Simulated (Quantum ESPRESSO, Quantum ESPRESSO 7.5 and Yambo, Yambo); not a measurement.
## Beyond one shot: NaCl (Fm-3m)

Wanted: G0W0 and self-consistent gaps of NaCl (Fm-3m), with the cost of the cycles.

Main program and level: Quantum ESPRESSO 7.5 and Yambo 5.3.0; PBE and many-body steps on it, plane waves.

Report form: the programs' logs are mostly left out.

The database entry behind the starting cell differs from later determinations by our own check (an axis about 0.4 % short against later determinations), so it need not match the best structure at ambient conditions.

## (1) The structure

The structure is cubic, space group Fm-3m (No. 225). Conventional cell: a = 5.620 Å, b = 5.620 Å, c = 5.620 Å, α = 90.00°, β = 90.00°, γ = 90.00°. Na has 6 Cl at 2.81 Å nearest. Nearest to Cl lie 6 Na at 2.81 Å. Farther neighbours and most contacts between anions are not listed.

The cell and positions come from the Crystallography Open Database and are kept as given unless a step says otherwise.

## (2) Empty states on the mesh, 4×4×4 mesh, 108 bands

This step: Quantum ESPRESSO 7.5; DFT, PBE, plane waves, norm-conserving pseudopotentials.

The sums over transitions need many empty states on a uniform mesh; this step solves for them.

The input, pw.in:

```
&control
  calculation = 'nscf'
  prefix = 'x'
  outdir = 'o'
  pseudo_dir = 'pseudo'
/
&system
  ibrav = 0
  nat = 2
  ntyp = 2
  ecutwfc = 76.0
  nbnd = 108
  force_symmorphic = .true.
/
&electrons
  conv_thr = 1e-9
  electron_maxstep = 80
  diago_full_acc = .true.
  diago_thr_init = 5e-6
/
ATOMIC_SPECIES
  Na 22.99 Na.upf
  Cl 35.45 Cl.upf
CELL_PARAMETERS angstrom
  0.0000000000 2.8100000000 2.8100000000
  2.8100000000 0.0000000000 2.8100000000
  2.8100000000 2.8100000000 0.0000000000
ATOMIC_POSITIONS crystal
  Na 0.0000000000 0.0000000000 0.0000000000
  Cl 0.5000000000 0.5000000000 0.5000000000
K_POINTS automatic
  4 4 4 0 0 0
```

Command:

```sh
$ OMP_NUM_THREADS=1 mpirun -n 4 pw.x -nk 4 -in pw.in > pw.out
```

The job ended after 6.8 s (4 MPI ranks of Arm Neoverse V1, shared host; peak memory 0.32 GiB).

Numbers from this step:

- gap: 5.150 eV
- k of the valence top: 0, 0, 0
- k of the conduction bottom: 0, 0, 0
- least direct gap: 5.150 eV
- k points computed: 8
- lowest point of the top converged band, above the valence top: 91.7034 eV

On this mesh the gap is 5.150 eV.

The density comes from a self-consistent run that is not shown.

## (3) Conversion and set-up

This step: Yambo 5.3.0; conversion and set-up on PBE, plane waves, norm-conserving pseudopotentials.

The states are converted to the many-body program's format and the q mesh is built.

Command:

```sh
$ (cd o/x.save; p2y > p2y.log; mv SAVE ../..); yambo > setup.log
```

Wall time 2.3 s (1 MPI rank); peak memory 0.24 GiB.

## (4) G0W0

Now the one-shot GW correction: screening in the RPA, then the self-energy of the levels asked for.

This step: G0W0 on PBE, plane waves, norm-conserving pseudopotentials.

The input, gw1.in:

```
HF_and_locXC
gw0
dyson
ppa
em1d
rim_cut
RandQpts= 1000000
RandGvec= 1 RL
EXXRLvcs= 76 Ry
VXCRLvcs= 304 Ry
Chimod= "HARTREE"
% BndsRnXp
 1 | 108 |
%
NGsBlkXp= 12 Ry
% LongDrXp
 1 | 1 | 1 |
%
% GbndRnge
 1 | 108 |
%
DysSolver= "n"
ExtendOut
PPAPntXp= 27.21138 eV
% QPkrange
 1 | 8 | 6 | 12 |
%
```

Command:

```sh
$ OMP_NUM_THREADS=1 mpirun -n 4 yambo -F gw1.in -J gw1 -C gw1 > gw1.log
```

It took 3.9 min on 4 MPI ranks; peak memory 1.5 GiB; 16 min of CPU time.

This step gave:

```yaml
g0w0_gap_on_the_mesh: 8.046 eV
starting_gap_on_the_mesh: 5.150 eV
k_of_the_valence_top: 0, 0, 0
k_of_the_conduction_bottom: 0, 0, 0
least_direct_g0w0_gap_on_the_computed_points: 8.046 eV
z_at_the_valence_top: 0.8157
z_at_the_conduction_bottom: 0.8679
```

The gap on the mesh goes from 5.15 eV to 8.05 eV, a correction of +2.90 eV.

## (5) evGW0, cycle 1

This step: evGW0 on PBE, plane waves, norm-conserving pseudopotentials.

gw2.in, as its differences from gw1.in of step 4:

```diff
@@ -27 +27,2 @@
 %
+GfnQPdb= "E < ./gw1/ndb.QP"
```

Command:

```sh
$ OMP_NUM_THREADS=1 mpirun -n 4 yambo -F gw2.in -J gw2,gw1_W -C gw2 > gw2.log
```

Wall time 3.4 min (4 MPI ranks); peak memory 1.4 GiB; 14 min of CPU time.

Numbers from this step:

* quasiparticle gap on the mesh: 8.306 eV
* gap of the density functional on the mesh: 5.150 eV
* k of the valence top: 0, 0, 0
* k of the conduction bottom: 0, 0, 0
* least direct quasiparticle gap on the computed points: 8.306 eV
* Z at the valence top: 0.8224
* Z at the conduction bottom: 0.8910

Against G0W0 in Yambo (4×4×4 mesh, 108 bands, screening to 163.3 eV, Godby-Needs plasmon pole), the gap moves by +0.259 eV.

The program's own table gives 8.621 eV, which is too large where the input levels are shifted: this version takes Σc at the unshifted level E₀, yet steps from the shifted one. The value above is the Newton step from E₀, E₀ + Z(Σc + Σx − Vxc), rebuilt from the printed columns.

## (6) evGW0, cycle 2

The corrected levels of the last cycle go back in.

gw3.in, as its differences from gw2.in of step 5:

```diff
@@ -27,2 +27,2 @@
 %
-GfnQPdb= "E < ./gw1/ndb.QP"
+GfnQPdb= "E < ./gw2_fix/ndb.QP"
```

Command:

```sh
$ OMP_NUM_THREADS=1 mpirun -n 4 yambo -F gw3.in -J gw3,gw1_W -C gw3 > gw3.log
```

Run time: 3.5 min. Hardware: 4 MPI ranks; peak memory 1.4 GiB.

Numbers from this step:

| Quantity | Value |
| --- | --- |
| quasiparticle gap on the mesh | 8.328 eV |
| gap of the density functional on the mesh | 5.150 eV |
| k of the valence top | 0, 0, 0 |
| k of the conduction bottom | 0, 0, 0 |
| least direct quasiparticle gap on the computed points | 8.328 eV |

Against the cycle before, the gap moves by +0.022 eV.

The program's own table gives 8.665 eV, which is too large where the input levels are shifted: this version takes Σc at the unshifted level E₀, yet steps from the shifted one. The value above is the Newton step from E₀, E₀ + Z(Σc + Σx − Vxc), rebuilt from the printed columns.

## (7) evGW0, cycle 3

gw4.in, as its differences from gw3.in of step 6:

```diff
@@ -27,2 +27,2 @@
 %
-GfnQPdb= "E < ./gw2_fix/ndb.QP"
+GfnQPdb= "E < ./gw3_fix/ndb.QP"
```

Command:

```sh
$ OMP_NUM_THREADS=1 mpirun -n 4 yambo -F gw4.in -J gw4,gw1_W -C gw4 > gw4.log
```

The job ended after 3.5 min (4 MPI ranks; peak memory 1.4 GiB).

This step gave:

```
quasiparticle gap on the mesh                         : 8.330 eV
gap of the density functional on the mesh             : 5.150 eV
k of the valence top                                  : 0, 0, 0
k of the conduction bottom                            : 0, 0, 0
least direct quasiparticle gap on the computed points : 8.330 eV
```

Against the cycle before, the gap moves by +0.002 eV.

The program's own table gives 8.669 eV, which is too large where the input levels are shifted: this version takes Σc at the unshifted level E₀, yet steps from the shifted one. The value above is the Newton step from E₀, E₀ + Z(Σc + Σx − Vxc), rebuilt from the printed columns.

## (8) evGW, cycle 1

This step: evGW on PBE, plane waves, norm-conserving pseudopotentials.

gw5.in, as its differences from gw4.in of step 7:

```diff
@@ -27,2 +27,3 @@
 %
-GfnQPdb= "E < ./gw3_fix/ndb.QP"
+GfnQPdb= "E < ./gw1/ndb.QP"
+XfnQPdb= "E < ./gw1/ndb.QP"
```

Command:

```sh
$ OMP_NUM_THREADS=1 mpirun -n 4 yambo -F gw5.in -J gw5 -C gw5 > gw5.log
```

It took 4 min on 4 MPI ranks; peak memory 1.5 GiB; 16 min of CPU time.

Numbers from this step:

- quasiparticle gap on the mesh: 8.876 eV
- gap of the density functional on the mesh: 5.150 eV
- k of the valence top: 0, 0, 0
- k of the conduction bottom: 0, 0, 0
- least direct quasiparticle gap on the computed points: 8.876 eV

Against G0W0 in Yambo (4×4×4 mesh, 108 bands, screening to 163.3 eV, Godby-Needs plasmon pole), the gap moves by +0.829 eV.

The program's own table gives 9.136 eV, which is too large where the input levels are shifted: this version takes Σc at the unshifted level E₀, yet steps from the shifted one. The value above is the Newton step from E₀, E₀ + Z(Σc + Σx − Vxc), rebuilt from the printed columns.

## (9) evGW, cycle 2

gw6.in, as its differences from gw5.in of step 8:

```diff
@@ -27,3 +27,3 @@
 %
-GfnQPdb= "E < ./gw1/ndb.QP"
-XfnQPdb= "E < ./gw1/ndb.QP"
+GfnQPdb= "E < ./gw5_fix/ndb.QP"
+XfnQPdb= "E < ./gw5_fix/ndb.QP"
```

Command:

```sh
$ OMP_NUM_THREADS=1 mpirun -n 4 yambo -F gw6.in -J gw6 -C gw6 > gw6.log
```

Run time: 4 min. Hardware: 4 MPI ranks; peak memory 1.5 GiB; 16 min of CPU time.

This step gave:

```yaml
quasiparticle_gap_on_the_mesh: 9.065 eV
gap_of_the_density_functional_on_the_mesh: 5.150 eV
k_of_the_valence_top: 0, 0, 0
k_of_the_conduction_bottom: 0, 0, 0
least_direct_quasiparticle_gap_on_the_computed_points: 9.065 eV
```

Against the cycle before, the gap moves by +0.189 eV.

The program's own table gives 9.369 eV, which is too large where the input levels are shifted: this version takes Σc at the unshifted level E₀, yet steps from the shifted one. The value above is the Newton step from E₀, E₀ + Z(Σc + Σx − Vxc), rebuilt from the printed columns.

## (10) evGW, cycle 3

gw7.in, as its differences from gw6.in of step 9:

```diff
@@ -27,3 +27,3 @@
 %
-GfnQPdb= "E < ./gw5_fix/ndb.QP"
-XfnQPdb= "E < ./gw5_fix/ndb.QP"
+GfnQPdb= "E < ./gw6_fix/ndb.QP"
+XfnQPdb= "E < ./gw6_fix/ndb.QP"
```

Command:

```sh
$ OMP_NUM_THREADS=1 mpirun -n 4 yambo -F gw7.in -J gw7 -C gw7 > gw7.log
```

Elapsed: 4 min, on 4 MPI ranks; peak memory 1.5 GiB.

Numbers from this step:

* quasiparticle gap on the mesh: 9.098 eV
* gap of the density functional on the mesh: 5.150 eV
* k of the valence top: 0, 0, 0
* k of the conduction bottom: 0, 0, 0
* least direct quasiparticle gap on the computed points: 9.098 eV

Against the cycle before, the gap moves by +0.033 eV.

The program's own table gives 9.412 eV, which is too large where the input levels are shifted: this version takes Σc at the unshifted level E₀, yet steps from the shifted one. The value above is the Newton step from E₀, E₀ + Z(Σc + Σx − Vxc), rebuilt from the printed columns.

## (11) evGW, cycle 4

gw8.in, as its differences from gw7.in of step 10:

```diff
@@ -27,3 +27,3 @@
 %
-GfnQPdb= "E < ./gw6_fix/ndb.QP"
-XfnQPdb= "E < ./gw6_fix/ndb.QP"
+GfnQPdb= "E < ./gw7_fix/ndb.QP"
+XfnQPdb= "E < ./gw7_fix/ndb.QP"
```

Command:

```sh
$ OMP_NUM_THREADS=1 mpirun -n 4 yambo -F gw8.in -J gw8 -C gw8 > gw8.log
```

The job ended after 4 min (4 MPI ranks; peak memory 1.5 GiB).

This step gave:

```yaml
quasiparticle_gap_on_the_mesh: 9.110 eV
gap_of_the_density_functional_on_the_mesh: 5.150 eV
k_of_the_valence_top: 0, 0, 0
k_of_the_conduction_bottom: 0, 0, 0
least_direct_quasiparticle_gap_on_the_computed_points: 9.110 eV
```

Against the cycle before, the gap moves by +0.012 eV.

The program's own table gives 9.425 eV, which is too large where the input levels are shifted: this version takes Σc at the unshifted level E₀, yet steps from the shifted one. The value above is the Newton step from E₀, E₀ + Z(Σc + Σx − Vxc), rebuilt from the printed columns.

## (12) evGW, cycle 5

gw9.in, as its differences from gw8.in of step 11:

```diff
@@ -27,3 +27,3 @@
 %
-GfnQPdb= "E < ./gw7_fix/ndb.QP"
-XfnQPdb= "E < ./gw7_fix/ndb.QP"
+GfnQPdb= "E < ./gw8_fix/ndb.QP"
+XfnQPdb= "E < ./gw8_fix/ndb.QP"
```

Command:

```sh
$ OMP_NUM_THREADS=1 mpirun -n 4 yambo -F gw9.in -J gw9 -C gw9 > gw9.log
```

It took 4 min on 4 MPI ranks; peak memory 1.5 GiB.

This step gave:

```
quasiparticle gap on the mesh                         : 9.113 eV
gap of the density functional on the mesh             : 5.150 eV
k of the valence top                                  : 0, 0, 0
k of the conduction bottom                            : 0, 0, 0
least direct quasiparticle gap on the computed points : 9.113 eV
```

Against the cycle before, the gap moves by +0.003 eV.

The program's own table gives 9.429 eV, which is too large where the input levels are shifted: this version takes Σc at the unshifted level E₀, yet steps from the shifted one. The value above is the Newton step from E₀, E₀ + Z(Σc + Σx − Vxc), rebuilt from the printed columns.

## (13) The runs together

Times are wall times on 4 MPI ranks of Arm Neoverse V1, shared host, good to a factor of about two.

| run | mesh | bands | screening cutoff (eV) | DFT gap (eV) | gap on the mesh (eV) | direct (eV) | time |
| --- | --- | --- | --- | --- | --- | --- | --- |
| G0W0 | 4×4×4 | 108 | 163.3 | 5.150 | 8.046 | 8.046 | 3.9 min |
| evGW0, cycle 1 | 4×4×4 | 108 | 163.3 | 5.150 | 8.306 | 8.306 | 3.4 min |
| evGW0, cycle 2 | 4×4×4 | 108 | 163.3 | 5.150 | 8.328 | 8.328 | 3.5 min |
| evGW0, cycle 3 | 4×4×4 | 108 | 163.3 | 5.150 | 8.330 | 8.330 | 3.5 min |
| evGW, cycle 1 | 4×4×4 | 108 | 163.3 | 5.150 | 8.876 | 8.876 | 4 min |
| evGW, cycle 2 | 4×4×4 | 108 | 163.3 | 5.150 | 9.065 | 9.065 | 4 min |
| evGW, cycle 3 | 4×4×4 | 108 | 163.3 | 5.150 | 9.098 | 9.098 | 4 min |
| evGW, cycle 4 | 4×4×4 | 108 | 163.3 | 5.150 | 9.110 | 9.110 | 4 min |
| evGW, cycle 5 | 4×4×4 | 108 | 163.3 | 5.150 | 9.113 | 9.113 | 4 min |

## (14) Results

```json
{
 "G0W0": "8.046 eV",
 "evGW0, cycle 1": "8.306 eV",
 "evGW0, cycle 2": "8.328 eV",
 "evGW0, cycle 3": "8.330 eV",
 "evGW, cycle 1": "8.876 eV",
 "evGW, cycle 2": "9.065 eV",
 "evGW, cycle 3": "9.098 eV",
 "evGW, cycle 4": "9.110 eV",
 "evGW, cycle 5": "9.113 eV",
 "known limits": "not at the basis limit; coarse k mesh"
}
```

evGW0 ends at 8.33 eV, +0.28 eV from G0W0, after 3 cycles that took 10 min beside the first screening; the last moved the gap by 0.002 eV. evGW ends at 9.11 eV, +1.07 eV from G0W0, after 5 cycles that took 20 min beside the first screening; the last moved the gap by 0.003 eV. Bands and cutoff are finite, so the gap is not at the basis limit. The miss can reach some tenths of an eV and take either sign; the mesh is an error of its own. The 4×4×4 mesh is coarse for this cell, which bears on the long-range parts of exchange and screening.

[Paths, hosts, dates, memory and timing lines, banners, echoed tables and standing remarks are left out of the program output.]

[Logs are printed without paths, hosts, clocks, repeated set-up lines and the standing remarks that a program may print on its own settings, such as how far it seeks lower states.]

[Runs of the session that timed out or met a known fault of the program may be left out.]

[Hosts, paths, dates, database ids (printed as entryN), source tags and the programs' standing remarks are cut or masked in the printed files.]
